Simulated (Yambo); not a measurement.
Here is a Yambo 5.3.0 calculation.

File bse2.in:

```
optics
bse
bss
rim_cut
RandQpts= 1000000
RandGvec= 50 RL
BSKmod= "HARTREE"
BSEmod= "retarded"
BSSmod= "d"
% BSEQptR
 1 | 1 |
%
% BSEBands
 13 | 19 |
%
BSENGexx= 20 Ry
% BEnRange
 0 | 10 | eV
%
% BDmRange
 0.2 | 0.2 | eV
%
BEnSteps= 150
% BLongDir
 1 | 1 | 1 |
%
BSEprop= "abs"
WRbsWF
% KfnQP_E
 0.29 | 1.0 | 1.0 |
%
```

Contents of scf.in:

```
&CONTROL
  calculation = 'scf'
  prefix = 'pwscf'
  outdir = './tmp'
  pseudo_dir = './pseudo'
/
&SYSTEM
  ibrav = 0
  nat = 2
  ntyp = 2
  ecutwfc = 80
  nbnd = 22
  occupations = 'smearing'
  smearing = 'fd'
  degauss = 0.00367493
  force_symmorphic = .true.
/
&ELECTRONS
  conv_thr = 4d-10
  electron_maxstep = 120
  mixing_beta = 0.5
/
ATOMIC_SPECIES
Pb   207.2000 Pb.upf
Te   127.6000 Te.upf
CELL_PARAMETERS angstrom
   0.0000000000    3.2310000000    3.2310000000
   3.2310000000    0.0000000000    3.2310000000
   3.2310000000    3.2310000000    0.0000000000
ATOMIC_POSITIONS crystal
Pb     0.0000000000    0.0000000000    0.0000000000
Te     0.5000000000    0.5000000000    0.5000000000
K_POINTS automatic
8 8 8 0 0 0
```

The input nscf.in:

```
&CONTROL
  calculation = 'nscf'
  prefix = 'pwscf'
  outdir = './tmp'
  pseudo_dir = './pseudo'
/
&SYSTEM
  ibrav = 0
  nat = 2
  ntyp = 2
  ecutwfc = 80
  nbnd = 45
  occupations = 'fixed'
  force_symmorphic = .true.
/
&ELECTRONS
  conv_thr = 1d-08
  diago_full_acc = .true.
  diago_thr_init = 1d-06
/
ATOMIC_SPECIES
Pb   207.2000 Pb.upf
Te   127.6000 Te.upf
CELL_PARAMETERS angstrom
   0.0000000000    3.2310000000    3.2310000000
   3.2310000000    0.0000000000    3.2310000000
   3.2310000000    3.2310000000    0.0000000000
ATOMIC_POSITIONS crystal
Pb     0.0000000000    0.0000000000    0.0000000000
Te     0.5000000000    0.5000000000    0.5000000000
K_POINTS automatic
6 6 6 0 0 0
```

Potentials or basis: PseudoDojo 0.4.1 SR LDA standard.

Run with:

```sh
$ OMP_NUM_THREADS=1 pw.x -in scf.in > scf.out
$ OMP_NUM_THREADS=1 pw.x -in nscf.in > nscf.out
$ cd tmp/pwscf.save; p2y; mv SAVE ../..; cd ../..
$ OMP_NUM_THREADS=1 yambo
$ mkdir -p bse2; ln -s $PWD/g0w00/ndb.RIM bse2/
$ OMP_NUM_THREADS=1 yambo -F bse2.in -J bse2 -C bse2_out
$ OMP_NUM_THREADS=1 ypp -J bse2 -C bse2_out -e s -b 1
```

Q: What does it give for the lowest exciton energy?

A: 0.95 eV.

Q: Estimate the lowest bright exciton energy.

A: 0.95 eV.

Q: Estimate the band gap on the k mesh, mean-field level.

A: 0.66 eV, direct.

Excitons:
| energy (eV) | strength (relative to the strongest) |
| --- | --- |
| 0.950 | 4.7e-10 |
| 0.953 | 0.0013 |
| 0.953 | 0.085 |
| 0.953 | 0.063 |
| 1.527 | 4.4e-17 |
| 1.527 | 2.6e-17 |
| 1.527 | 5e-12 |
| 1.527 | 9.6e-12 |
| 1.527 | 1.5e-13 |
| 1.532 | 0.17 |
| 1.532 | 0.34 |
| 1.532 | 0.28 |

Caveat: the scissor is the correction of the direct gap in an earlier G0W0 run on the same states; spectra need much finer meshes, so this one isn't converged; spin-orbit coupling is left out, which as a rule narrows the gap of such compounds by several tenths of an eV.

**Experimental background.**

From a printed reference work, monograph, for a bulk crystal of TePb at 4.2 K: band gap 0.19 eV (direct).

A measured gap of TePb is 0.19 eV (direct; 4.2 K; a printed reference work, monograph); the calculated 0.66 eV misses it by +0.47 eV. Spin-orbit coupling on Pb, Te is left out. The value is that of LDA on a finite k mesh, which can miss the band edges, without temperature or zero-point motion.
